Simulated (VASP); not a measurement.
# MgSe (Fm-3m) in VASP: a series of runs

Aim: see how the results for MgSe move with the level of theory and the settings. Levels: HSE06, r2SCAN, PBE0, PBE. Tasks: band structure, G0W0 quasiparticle levels.

Everything below comes from runs of VASP 6.6.1. Logs are shortened: lines on timing, memory, paths and dates and some standing lists are left out, and cuts for length are marked.

## (1) The structure

It takes space group Fm-3m (No. 225, cubic). The conventional cell has a = 5.504 Å, b = 5.504 Å, c = 5.504 Å, α = 90.00°, β = 90.00°, γ = 90.00°. Around Mg (site symmetry m-3m) lie 6 Se at 2.75 Å. Se (site symmetry m-3m) is surrounded by 6 Mg at 2.75 Å.

The cell was built by a generator and needn't be a form met in nature.

## (2) Band structure, HSE06

POSCAR reads:

```
MgSe                                    
1.0
    0.0000000000      2.7521758938      2.7521758938
    2.7521758938      0.0000000000      2.7521758938
    2.7521758938      2.7521758938      0.0000000000
  Mg              Se            
     1     1
Direct
     0.0000000000000000    0.0000000000000000    0.0000000000000000
     0.5000000000000000    0.5000000000000000    0.5000000000000000
```

INCAR.step1 reads:

```
  ALGO = Normal
  EDIFF = 1E-5
  ENCUT = 520
  GGA = PE
  ISIF = 2
  ISMEAR = 0
  KPAR = 4
  LASPH = True
  LCHARG = False
  LREAL = False
  LWAVE = True
  NBANDS = 11
  NELM = 100
  PREC = Accurate
  SIGMA = 0.02
```

INCAR.step2 reads:

```
  ALGO = Normal
  EDIFF = 1E-7
  ENCUT = 520
  GGA = PE
  HFSCREEN = 0.2
  ISIF = 2
  ISMEAR = 0
  ISTART = 1
  KPAR = 4
  LASPH = True
  LCHARG = False
  LHFCALC = True
  LREAL = False
  LWAVE = False
  NBANDS = 11
  NELM = 100
  PREC = Accurate
  PRECFOCK = Fast
  SIGMA = 0.02
```

KPOINTS reads:

```
k-points
0
Gamma
  6 6 6
```

KPOINTS_OPT reads:

```
path GXWKGLUWLK,UX
8
line-mode
reciprocal
 0.0000000000  0.0000000000  0.0000000000  G
 0.5000000000  0.0000000000  0.5000000000  X

 0.5000000000  0.0000000000  0.5000000000  X
 0.5000000000  0.2500000000  0.7500000000  W

 0.5000000000  0.2500000000  0.7500000000  W
 0.3750000000  0.3750000000  0.7500000000  K

 0.3750000000  0.3750000000  0.7500000000  K
 0.0000000000  0.0000000000  0.0000000000  G

 0.0000000000  0.0000000000  0.0000000000  G
 0.5000000000  0.5000000000  0.5000000000  L

 0.5000000000  0.5000000000  0.5000000000  L
 0.6250000000  0.2500000000  0.6250000000  U

 0.6250000000  0.2500000000  0.6250000000  U
 0.5000000000  0.2500000000  0.7500000000  W

 0.5000000000  0.2500000000  0.7500000000  W
 0.5000000000  0.5000000000  0.5000000000  L

 0.5000000000  0.5000000000  0.5000000000  L
 0.3750000000  0.3750000000  0.7500000000  K

 0.6250000000  0.2500000000  0.6250000000  U
 0.5000000000  0.0000000000  0.5000000000  X
```

Potentials or basis: VASP PAW PBE potentials, release 64 (Mg, Se).

The run is started by

```
cat potpaw_PBE.64/Mg/POTCAR potpaw_PBE.64/Se/POTCAR > POTCAR
cp INCAR.step1 INCAR
mpirun -np 4 vasp_std > vasp.out
cp INCAR.step2 INCAR
mpirun -np 4 vasp_std > vasp.out
```

OUTCAR:

```text
EDIFF = 1E-7
   ENCUT = 520
   GGA = PE
   HFSCREEN = 0.2
   ISIF = 2
   ISMEAR = 0
   ISTART = 1
   LASPH = True
   LHFCALC = True
   LREAL = False
   NELM = 100
   PREC = Accurate
   PRECFOCK = Fast

 ion  position               nearest neighbor table
   1  0.000  0.000  0.000-   2 2.75   2 2.75   2 2.75   2 2.75   2 2.75   2 2.75
   2  0.500  0.500  0.500-   1 2.75   1 2.75   1 2.75   1 2.75   1 2.75   1 2.75

  LATTYP: Found a face centered cubic cell.
 ALAT       =     5.5043517876

  Lattice vectors:

 A1 = (   0.0000000000,   2.7521758938,   2.7521758938)
 A2 = (   2.7521758938,   0.0000000000,   2.7521758938)
 A3 = (   2.7521758938,   2.7521758938,   0.0000000000)

Analysis of symmetry for initial positions (statically):
=====================================================================
 Subroutine PRICEL returns:
 Original cell was already a primitive cell.

 Routine SETGRP: Setting up the symmetry group for a
 face centered cubic supercell.

 Subroutine GETGRP returns: Found 48 space group operations
 (whereof 48 operations were pure point group operations)
 out of a pool of 48 trial point group operations.

The static configuration has the point symmetry O_h .

Analysis of symmetry for dynamics (positions and initial velocities):
=====================================================================
 Subroutine PRICEL returns:
 Original cell was already a primitive cell.

 Routine SETGRP: Setting up the symmetry group for a
 face centered cubic supercell.

 Subroutine GETGRP returns: Found 48 space group operations
 (whereof 48 operations were pure point group operations)
 out of a pool of 48 trial point group operations.

The dynamic configuration has the point symmetry O_h .

 Subroutine INISYM returns: Found 48 space group operations
 (whereof 48 operations are pure point group operations),
 and found     1 'primitive' translations

----------------------------------------------------------------------------------------

                                     Primitive cell

  volume of cell :      41.6926

  direct lattice vectors                    reciprocal lattice vectors
     0.000000000  2.752175894  2.752175894    -0.181674435  0.181674435  0.181674435
     2.752175894  0.000000000  2.752175894     0.181674435 -0.181674435  0.181674435
     2.752175894  2.752175894  0.000000000     0.181674435  0.181674435 -0.181674435

  length of vectors
     3.892164475  3.892164475  3.892164475     0.314669352  0.314669352  0.314669352

  position of ions in fractional coordinates (direct lattice)
     0.000000000  0.000000000  0.000000000
     0.500000000  0.500000000  0.500000000

  ion indices of the primitive-cell ions
   primitive index   ion index
                 1           1
                 2           2

----------------------------------------------------------------------------------------

 KPOINTS: k-points

Automatic generation of k-mesh.
 Grid dimensions read from file:
 generate k-points for:    6    6    6

 Generating k-lattice:

  Cartesian coordinates                     Fractional coordinates (reciprocal lattice)
    -0.030279072  0.030279072  0.030279072     0.166666667  0.000000000  0.000000000
     0.030279072 -0.030279072  0.030279072     0.000000000  0.166666667  0.000000000
     0.030279072  0.030279072 -0.030279072     0.000000000  0.000000000  0.166666667

  Length of vectors
     0.052444892  0.052444892  0.052444892

  Shift w.r.t. Gamma in fractional coordinates (k-lattice)
     0.000000000  0.000000000  0.000000000

 Subroutine IBZKPT returns following result:
 ===========================================

 Found     16 irreducible k-points:

 Following reciprocal coordinates:
            Coordinates               Weight
  0.000000  0.000000  0.000000      1.000000
  0.166667  0.000000  0.000000      8.000000
  0.333333  0.000000  0.000000      8.000000
  0.500000  0.000000  0.000000      4.000000
  0.166667  0.166667  0.000000      6.000000
  0.333333  0.166667  0.000000     24.000000
[... 8 lines left out ...]
 -0.333333  0.333333  0.166667     24.000000
 -0.333333  0.500000  0.166667     12.000000
   k-points           NKPTS =     16   k-points in BZ     NKDIM =    216   number of bands    NBANDS=     11
   number of dos      NEDOS =    301   number of ions     NIONS =      2
   total plane-waves  NPLWV =  27000
   dimension x,y,z NGX =    30 NGY =   30 NGZ =   30
   dimension x,y,z NGXF=    60 NGYF=   60 NGZF=   60
   ions per type =               1   1
   NGX,Y,Z   is equivalent  to a cutoff of  12.81, 12.81, 12.81 a.u.
   NGXF,Y,Z  is equivalent  to a cutoff of  25.63, 25.63, 25.63 a.u.
 SYSTEM =  unknown system
   PREC   = accura    normal or accurate (medium, high low for compatibility)
   ISTART =      1    job   : 0-new  1-cont  2-samecut
   ICHARG =      0    charge: 1-file 2-atom 10-const
   ISPIN  =      1    spin polarized calculation?
   LNONCOLLINEAR =      F non collinear calculations
   LSORBIT =      F    spin-orbit coupling
   LASPH  =      T    aspherical Exc in radial PAW
   ENCUT  =  520.0 eV  38.22 Ry    6.18 a.u.   7.24  7.24  7.24*2*pi/ulx,y,z
   NELM   =    100;   NELMIN=  2; NELMDL=  0     # of ELM steps
   EDIFF  = 0.1E-06   stopping-criterion for ELM
   LREAL  =      F    real-space projection
   EDIFFG = 0.1E-05   stopping-criterion for IOM
   NSW    =      0    number of steps for IOM
   IBRION =     -1    ionic relax: 0-MD 1-quasi-New 2-CG
   NFREE  =      0    steps in history (QN), initial steepest desc. (CG)
   ISIF   =      2    stress and relaxation
   ISYM   =      3    0-nonsym 1-usesym 2-fastsym
   POTIM  = 0.5000    time-step for ionic-motion
   TEBEG  =    0.0;   TEEND  =   0.0 temperature during run
   PSTRESS=    0.0 pullay stress
   NELECT =       8.0000    total number of electrons
   NUPDOWN=      -1.0000    fix difference up-down
   EMIN   =  10.00;   EMAX   =-10.00  energy-range for DOS
   EFERMI =   0.00;   METHOD = LEGACY
   ISMEAR =     0;   SIGMA  =   0.02  broadening in eV -4-tet -1-fermi 0-gaus
   EFERMI_NEDOS =   21; number of points for ismear=-14 and -15
   IALGO  =     38    algorithm
   IMIX   =      1    mixing-type and parameters
     AMIX     =   0.40;   BMIX     =  1.00
     AMIX_MAG =   1.60;   BMIX_MAG =  1.00
  volume/ion in A,a.u.               =      20.85       140.68
  Fermi-wavevector in a.u.,A,eV,Ry     =   0.944246  1.784367 12.130970  0.891601
  Thomas-Fermi vector in A             =   2.072032
   LORBIT       =      0    0 simple, 1 ext, 2 COOP (PROOUT), +10 PAW based schemes
   GGA     = PE    functional components
   LHFCALC =     T    Hartree Fock is set to
   PRECFOCK=fast      Normal, Fast or Accurate (Low or Medium for compatibility)
   ENCUT4O =  -1.0   cutoff for four orbital integrals eV
   NKREDX  =     1    reduce k-point grid by
   NKREDY  =     1    reduce k-point grid by
   NKREDZ  =     1    reduce k-point grid by
   AEXX    =    0.2500 exact exchange contribution
   HFSCREEN=    0.2000 screening length (either q_TF or 0.3 A-1)
   HFSCREENC=   0.2000 screening length for correlation (either q_TF or 0.3 A-1)
   ENCUTFOCK=  -1.0 apply spherical cutoff to Coloumb kernel
   IVDW    =     0    specifies the selected vdW correction
   LEPSILON=     F    determine dielectric tensor
   LRPA    =     F    only Hartree local field effects (RPA)
 non-spin polarized calculation
 Gauss-broadening in eV      SIGMA  =   0.02
  energy-cutoff  :      520.00
  volume of cell :       41.69
 maximum number of plane-waves:      1139
 NGX is ok and might be reduce to    30
  NGX = 18; NGY = 18; NGZ = 18

 number of electron       7.9999999 magnetization

 Free energy of the ion-electron system (eV)
  ---------------------------------------------------
  ext. energy  EPLUGINS =         0.00000000
  ---------------------------------------------------
  free energy    TOTEN  =        -8.77944521 eV

  energy without entropy =       -8.77944521  energy(sigma->0) =       -8.77944521

 E-fermi :   2.4959     XC(G=0):  -7.7899

 val. band max:        2.3800400440   @ k =   0.0000   0.0000   0.0000
 cond. band min:       4.9888003642   @ k =   0.5000   0.5000   0.0000
 fundamental gap:      2.6087603202
 Fermi energy:         2.4959404508

 k-point     1 :       0.0000    0.0000    0.0000
  band No.  band energies     occupation
      1     -11.6221      2.00000
      2       2.3800      2.00000
      3       2.3800      2.00000
      4       2.3800      2.00000
      5       5.7685      0.00000
      6      10.8391      0.00000
      7      10.8391      0.00000
      8      10.8391      0.00000
      9      13.4928      0.00000
     10      13.4928      0.00000
     11      14.4427      0.00000

 k-point     2 :       0.1667    0.0000    0.0000
  band No.  band energies     occupation
      1     -11.3769      2.00000
      2       0.5074      2.00000
      3       2.2089      2.00000
      4       2.2089      2.00000
      5       7.1001      0.00000
      6      10.5214      0.00000
      7      11.0189      0.00000
      8      11.0189      0.00000
      9      12.3772      0.00000
     10      12.3772      0.00000
     11      14.0147      0.00000

 k-point     3 :       0.3333    0.0000    0.0000
  band No.  band energies     occupation
      1     -10.7972      2.00000
      2      -1.8415      2.00000
      3       1.9115      2.00000
      4       1.9115      2.00000
      5       7.2833      0.00000
      6       9.9379      0.00000
      7       9.9379      0.00000
      8      12.0067      0.00000
      9      13.4221      0.00000
     10      14.3157      0.00000
     11      14.3157      0.00000
[... 155 lines left out ...]
 k-point    15 :      -0.3333    0.3333    0.1667
  band No.  band energies     occupation
      1     -10.1634      2.00000
      2      -1.8690      2.00000
      3      -0.5457      2.00000
      4       0.6401      2.00000
      5       7.8233      0.00000
      6       9.3382      0.00000
      7      11.7409      0.00000
      8      11.7540      0.00000
      9      14.5473      0.00000
     10      16.1100      0.00000
     11      18.7787      0.00000

 k-point    16 :      -0.3333    0.5000    0.1667
  band No.  band energies     occupation
      1     -10.0704      2.00000
      2      -1.6464      2.00000
      3      -0.4147      2.00000
      4      -0.0818      2.00000
      5       6.8024      0.00000
      6       9.1562      0.00000
      7      11.6388      0.00000
      8      12.9405      0.00000
      9      16.1417      0.00000
     10      17.4471      0.00000
     11      18.2142      0.00000

------------------------ aborting loop because EDIFF is reached ----------------------------------------

  FORCE on cell =-STRESS in cart. coord.  units (eV):
  Direction    XX          YY          ZZ          XY          YZ          ZX
  --------------------------------------------------------------------------------------
  -------------------------------------------------------------------------------------
  Total       -0.4304150     -0.4304150     -0.4304150      0.0000000      0.0000000     -0.0000000
  in kB      -16.5401505    -16.5401505    -16.5401505      0.0000000      0.0000000     -0.0000000
  external PRESSURE =     -16.5401505 kB  Pullay stress =       0.0000000 kB

 VOLUME and BASIS-vectors are now :
 -----------------------------------------------------------------------------
  energy-cutoff  :      520.00
  volume of cell :       41.69
      direct lattice vectors                 reciprocal lattice vectors
     0.000000000  2.752175894  2.752175894    -0.181674435  0.181674435  0.181674435
     2.752175894  0.000000000  2.752175894     0.181674435 -0.181674435  0.181674435
     2.752175894  2.752175894  0.000000000     0.181674435  0.181674435 -0.181674435

 POSITION                                       TOTAL-FORCE (eV/Angst)
 -----------------------------------------------------------------------------------
      0.00000      0.00000      0.00000        -0.000000      0.000000     -0.000000
      2.75218      2.75218      2.75218         0.000000     -0.000000      0.000000
 -----------------------------------------------------------------------------------
    total drift:                               -0.000083     -0.000138     -0.000137

  FREE ENERGIE OF THE ION-ELECTRON SYSTEM (eV)
  ---------------------------------------------------
  free  energy   TOTEN  =        -8.7794452063 eV

  energy  without entropy=       -8.7794452063  energy(sigma->0) =       -8.77944521
```

It took 6.6 min on 4 MPI ranks of AMD EPYC 9R45 (Zen 5), shared host; peak memory 0.3 GiB.

Results:

| Item | Value |
| --- | --- |
| Free energy | -8.7794 eV |
| Pressure | -1.7 GPa |
| Band gap on the k mesh | 2.61 eV, indirect (least direct gap 3.39 eV) |
| Band gap along the path | 2.61 eV, indirect (least direct gap 3.39 eV) |

Levels at the corners of the path, in eV from the valence-band top:
| point | band 1 | band 2 | band 3 | band 4 | band 5 | band 6 | band 7 | band 8 | band 9 |
| --- | --- | --- | --- | --- | --- | --- | --- | --- | --- |
| Γ | -14.00 | 0.00 | 0.00 | 0.00 | 3.39 | 8.46 | 8.46 | 8.46 | 11.11 |
| X | -12.48 | -4.50 | -1.87 | -1.87 | 2.61 | 4.90 | 12.87 | 13.34 | 13.34 |
| X | -12.48 | -4.50 | -1.87 | -1.87 | 2.61 | 4.90 | 12.87 | 13.34 | 13.34 |
| W | -12.44 | -3.47 | -3.47 | -2.62 | 5.40 | 8.01 | 8.59 | 8.59 | 14.29 |
| W | -12.44 | -3.47 | -3.47 | -2.62 | 5.40 | 8.01 | 8.59 | 8.59 | 14.29 |
| K | -12.48 | -3.97 | -3.48 | -1.50 | 3.90 | 7.26 | 10.03 | 10.92 | 11.55 |
| K | -12.48 | -3.97 | -3.48 | -1.50 | 3.90 | 7.26 | 10.03 | 10.92 | 11.55 |
| Γ | -14.00 | 0.00 | 0.00 | 0.00 | 3.39 | 8.46 | 8.46 | 8.46 | 11.11 |
| Γ | -14.00 | 0.00 | 0.00 | 0.00 | 3.39 | 8.46 | 8.46 | 8.46 | 11.11 |
| L | -12.82 | -5.22 | -0.60 | -0.60 | 4.71 | 7.09 | 7.09 | 9.70 | 12.56 |
| L | -12.82 | -5.22 | -0.60 | -0.60 | 4.71 | 7.09 | 7.09 | 9.70 | 12.56 |
| U | -12.48 | -3.97 | -3.48 | -1.50 | 3.90 | 7.26 | 10.03 | 10.92 | 11.55 |
| U | -12.48 | -3.97 | -3.48 | -1.50 | 3.90 | 7.26 | 10.03 | 10.92 | 11.55 |
| W | -12.44 | -3.47 | -3.47 | -2.62 | 5.40 | 8.01 | 8.59 | 8.59 | 14.29 |
| W | -12.44 | -3.47 | -3.47 | -2.62 | 5.40 | 8.01 | 8.59 | 8.59 | 14.29 |
| L | -12.82 | -5.22 | -0.60 | -0.60 | 4.71 | 7.09 | 7.09 | 9.70 | 12.56 |
| L | -12.82 | -5.22 | -0.60 | -0.60 | 4.71 | 7.09 | 7.09 | 9.70 | 12.56 |
| K | -12.48 | -3.97 | -3.48 | -1.50 | 3.90 | 7.26 | 10.03 | 10.92 | 11.55 |
| U | -12.48 | -3.97 | -3.48 | -1.50 | 3.90 | 7.26 | 10.03 | 10.92 | 11.55 |
| X | -12.48 | -4.50 | -1.87 | -1.87 | 2.61 | 4.90 | 12.87 | 13.34 | 13.34 |

Caveat: the PAW data sets were made with another functional, which shifts forces and pressure a little.

## (3) Band structure, r2SCAN

INCAR reads:

```
  ALGO = Normal
  EDIFF = 1E-7
  ENCUT = 520
  ISIF = 2
  ISMEAR = 0
  KPAR = 4
  LASPH = True
  LCHARG = False
  LMIXTAU = True
  LREAL = False
  LWAVE = False
  METAGGA = R2SCAN
  NBANDS = 11
  NELM = 100
  PREC = Accurate
  SIGMA = 0.02
```

KPOINTS reads:

```
k-points
0
Gamma
  8 8 8
```

POSCAR is that of step 2.

KPOINTS_OPT: that of step 2 with these lines changed.

```diff
@@ -1,3 +1,3 @@
 path GXWKGLUWLK,UX
-8
+10
 line-mode
```

Potentials or basis: VASP PAW PBE potentials, release 64 (Mg, Se).

The run is started by

```
cat potpaw_PBE.64/Mg/POTCAR potpaw_PBE.64/Se/POTCAR > POTCAR
mpirun -np 4 vasp_std > vasp.out
```

Run time: 35 s. Hardware: 4 MPI ranks of AMD EPYC 9R45 (Zen 5), shared host; peak memory 0.16 GiB.

It converged, with:

| Property | Result |
| --- | --- |
| Free energy | -21.3759 eV |
| Pressure | -1.4 GPa |
| Band gap on the k mesh | 2.41 eV, indirect (least direct gap 3.29 eV) |
| Band gap along the path | 2.41 eV, indirect (least direct gap 3.29 eV) |

Levels at the corners of the path, in eV from the valence-band top:
| point | band 1 | band 2 | band 3 | band 4 | band 5 | band 6 | band 7 | band 8 | band 9 |
| --- | --- | --- | --- | --- | --- | --- | --- | --- | --- |
| Γ | -13.22 | 0.00 | 0.00 | 0.00 | 3.29 | 8.04 | 8.04 | 8.04 | 10.51 |
| X | -11.82 | -4.16 | -1.75 | -1.75 | 2.41 | 4.61 | 12.56 | 13.01 | 13.01 |
| X | -11.82 | -4.16 | -1.75 | -1.75 | 2.41 | 4.61 | 12.56 | 13.01 | 13.01 |
| W | -11.78 | -3.22 | -3.22 | -2.43 | 5.05 | 7.62 | 8.21 | 8.21 | 13.99 |
| W | -11.78 | -3.22 | -3.22 | -2.43 | 5.05 | 7.62 | 8.21 | 8.21 | 13.99 |
| K | -11.82 | -3.68 | -3.22 | -1.40 | 3.64 | 6.88 | 9.54 | 10.54 | 11.23 |
| K | -11.82 | -3.68 | -3.22 | -1.40 | 3.64 | 6.88 | 9.54 | 10.54 | 11.23 |
| Γ | -13.22 | 0.00 | 0.00 | 0.00 | 3.29 | 8.04 | 8.04 | 8.04 | 10.51 |
| Γ | -13.22 | 0.00 | 0.00 | 0.00 | 3.29 | 8.04 | 8.04 | 8.04 | 10.51 |
| L | -12.13 | -4.81 | -0.58 | -0.58 | 4.48 | 6.67 | 6.67 | 9.43 | 12.31 |
| L | -12.13 | -4.81 | -0.58 | -0.58 | 4.48 | 6.67 | 6.67 | 9.43 | 12.31 |
| U | -11.82 | -3.68 | -3.22 | -1.40 | 3.64 | 6.88 | 9.54 | 10.54 | 11.23 |
| U | -11.82 | -3.68 | -3.22 | -1.40 | 3.64 | 6.88 | 9.54 | 10.54 | 11.23 |
| W | -11.78 | -3.22 | -3.22 | -2.43 | 5.05 | 7.62 | 8.21 | 8.21 | 13.99 |
| W | -11.78 | -3.22 | -3.22 | -2.43 | 5.05 | 7.62 | 8.21 | 8.21 | 13.99 |
| L | -12.13 | -4.81 | -0.58 | -0.58 | 4.48 | 6.67 | 6.67 | 9.43 | 12.31 |
| L | -12.13 | -4.81 | -0.58 | -0.58 | 4.48 | 6.67 | 6.67 | 9.43 | 12.31 |
| K | -11.82 | -3.68 | -3.22 | -1.40 | 3.64 | 6.88 | 9.54 | 10.54 | 11.23 |
| U | -11.82 | -3.68 | -3.22 | -1.40 | 3.64 | 6.88 | 9.54 | 10.54 | 11.23 |
| X | -11.82 | -4.16 | -1.75 | -1.75 | 2.41 | 4.61 | 12.56 | 13.01 | 13.01 |

Caveat: the PAW data sets were made with another functional, which shifts forces and pressure a little. r2SCAN opens gaps a little over a GGA but as a rule still falls short of measured ones.

(Part 1 of 2 ends here.)
